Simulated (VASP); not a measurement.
The system is BaTiO3.

```xyz
5
Lattice="4.0060 0.0000 0.0000 0.0000 4.0060 0.0000 0.0000 0.0000 4.0060" Properties=species:S:1:pos:R:3 pbc="T T T"
Ba    2.0030    2.0030    2.0030
Ti    0.0000    0.0000    0.0000
O     0.0000    0.0000    2.0030
O     0.0000    2.0030    0.0000
O     2.0030    0.0000    0.0000
```

Base run:

| Property | Result |
| --- | --- |
| Program | VASP 6.6.1 |
| Functional | PBE0 |
| Potentials or basis | VASP PAW PBE potentials, release 64 (Ba_sv, Ti_sv, O) |
| Cutoff | 520 eV |
| k mesh | 4 × 4 × 4 |
| Occupations | gaussian, width 0.02 eV |
| Spin | no spin polarisation |

Its results: band gap on the k mesh 3.86 eV, indirect (least direct gap 3.98 eV); pressure -2.3 GPa.

Task: After a change of settings the same cell gave: band gap on the k mesh 3.14 eV, indirect (least direct gap 3.26 eV); pressure -2.2 GPa. Which change was it?
A. functional from PBE0 to HSE03
B. functional from PBE0 to HSE06
C. functional from PBE0 to r2SCAN-EpsX

Result: B.

Caveats: the PAW data sets were made with another functional, which shifts forces and pressure a little; spin-orbit coupling is left out, which moves the levels of the heavy elements.

Not every run made on this cell is shown here.
